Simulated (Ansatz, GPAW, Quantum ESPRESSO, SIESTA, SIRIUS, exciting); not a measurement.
**AlRu: 6 runs at one level of theory**

```
CELL_PARAMETERS angstrom
2.99160 0.00000 0.00000
0.00000 2.99160 0.00000
0.00000 0.00000 2.99160
ATOMIC_POSITIONS crystal
Ru 0.49700 0.51102 0.48780
Al 0.99568 0.99117 0.01002
```

Atoms were shifted at random by some hundredths of an Å from the given cell, which wasn't relaxed again for these runs.

Alike in all runs: task single point; functional PBEsol; k mesh 9 × 9 × 9; occupations fermi-dirac, width 0.05 eV; no spin polarisation; no spin-orbit coupling. Pressure is positive in compression and, in plane waves, holds the error of the finite cutoff.

| program and potentials | plane-wave cutoff (eV) | notes | pressure (GPa) | largest force (eV/Å) | energy over the undisturbed cell (meV/atom) |
| --- | --- | --- | --- | --- | --- |
| Quantum ESPRESSO, GBRV 1.5 PBEsol | 612 | - | -2.83 | 0.690 | 15.33 |
| SIESTA, files PseudoDojo sr-pbesol-0.4.1-standard, DZP (energy shift 0.003 Ry; two zetas on semicore shells) | - | atomic basis | -1.10 | 0.759 | 16.90 |
| SIRIUS, PseudoDojo 0.4.1 PBEsol standard (scalar relativistic) | 1152 | - | -2.63 | 0.700 | 15.54 |
| GPAW, PAW data sets generated for this functional | 600 | - | -1.95 | 0.701 | 15.57 |
| Ansatz, all-electron LAPW, scalar-relativistic | - | - | -2.76 | 0.686 | - |
| exciting, all-electron LAPW+lo, shipped species files, valence relativity iora* | - | - | - | 0.692 | 15.28 |

Force on atom 1 (Ru), eV/Å:

| program and potentials | x | y | z |
| --- | --- | --- | --- |
| Quantum ESPRESSO, GBRV 1.5 PBEsol | -0.031 | -0.460 | 0.514 |
| SIESTA, files PseudoDojo sr-pbesol-0.4.1-standard, DZP (energy shift 0.003 Ry; two zetas on semicore shells) | -0.033 | -0.504 | 0.563 |
| SIRIUS, PseudoDojo 0.4.1 PBEsol standard (scalar relativistic) | -0.032 | -0.466 | 0.521 |
| GPAW, PAW data sets generated for this functional | -0.032 | -0.467 | 0.522 |
| Ansatz, all-electron LAPW, scalar-relativistic | -0.031 | -0.457 | 0.510 |
| exciting, all-electron LAPW+lo, shipped species files, valence relativity iora* | -0.031 | -0.461 | 0.515 |

The pressure spans -2.83 (Quantum ESPRESSO, GBRV 1.5 PBEsol) to -1.10 GPa (SIESTA, files PseudoDojo sr-pbesol-0.4.1-standard, DZP (energy shift 0.003 Ry; two zetas on semicore shells)), with all-electron results at -2.76. The pressure on the cell as given of SIESTA, files PseudoDojo sr-pbesol-0.4.1-standard, DZP (energy shift 0.003 Ry; two zetas on semicore shells) lies far from the others; the cause wasn't traced. Rows in atomic bases carry the error of their basis and grid, which can be large.

Differences between rows come from potentials, basis sets and numerical settings, since the functional is the same but for its coding. Runs on potential files found faulty are left out.
